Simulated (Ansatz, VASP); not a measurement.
# One calculation of Pb, two programs

INCAR

```
SYSTEM = Pb
ALGO     = Normal         ! electronic algorithm
EDIFF    = 1E-6           ! SCF threshold, eV
ENCUT    = 520            ! plane-wave cutoff, eV
GGA      = PE             ! functional
ISIF     = 2              ! what is computed and relaxed
ISMEAR   = -1             ! smearing method
LASPH    = .TRUE.         ! aspherical terms in the spheres
LCHARG   = .FALSE.        ! write CHGCAR
LREAL    = .FALSE.        ! projectors in reciprocal space
LWAVE    = .FALSE.        ! write WAVECAR
NBANDS   = 21             ! bands
NELM     = 60             ! most SCF steps
PREC     = Accurate       ! precision mode
SIGMA    = 0.1            ! smearing width, eV
```

KPOINTS

```
k-points
0
G
  11 11 11
  0 0 0
```

File POSCAR:

```
Pb
1.0
    0.0000000000      3.2779551849      3.2779551849
    3.2779551849      0.0000000000      3.2779551849
    3.2779551849      3.2779551849      0.0000000000
Pb
2
Direct
   -0.1250000000     -0.1250000000     -0.1250000000
    0.1250000000      0.1250000000      0.1250000000
```

Input for Ansatz:

```yaml
crystal:
  lattice:
    - [0.0, 3.2779551849, 3.2779551849]
    - [3.2779551849, 0.0, 3.2779551849]
    - [3.2779551849, 3.2779551849, 0.0]
  atoms:
    - { symbol: Pb, position: [-0.125, -0.125, -0.125] }
    - { symbol: Pb, position: [0.125, 0.125, 0.125] }
kpoints:
  mp_grid: { grid: [11, 11, 11] }
scf:
  occupations: { method: fermi_dirac, width: 0.1 }
hamiltonian:
  xc: pbe
  pseudopotentials: { kind: paw }
output:
  forces: true
  stress: true
  eigenvalues: true
  populations: true
```

Change from the starting cell: volume scaled by 0.8, PAW files.

Alike in both runs: task single point; functional PBE; k mesh 11 × 11 × 11; occupations fermi-dirac, width 0.1 eV; no spin polarisation.

|  | VASP | Ansatz |
| --- | --- | --- |
| version | VASP 6.6.1 | Ansatz 0.2.0 |
| potentials or method | VASP PAW PBE potentials, release 64 (Pb_d) | PAW with Ansatz's default frozen-core files, scalar-relativistic |
| plane-wave cutoff (eV) | 520 | 420 |
| valence electrons in the cell | 28 | 28 |

```csv
,VASP,Ansatz,Ansatz less VASP
pressure (GPa),9.5,9.6,+0.06
```

The runs have no spin-orbit coupling, so splittings on Pb are missing.
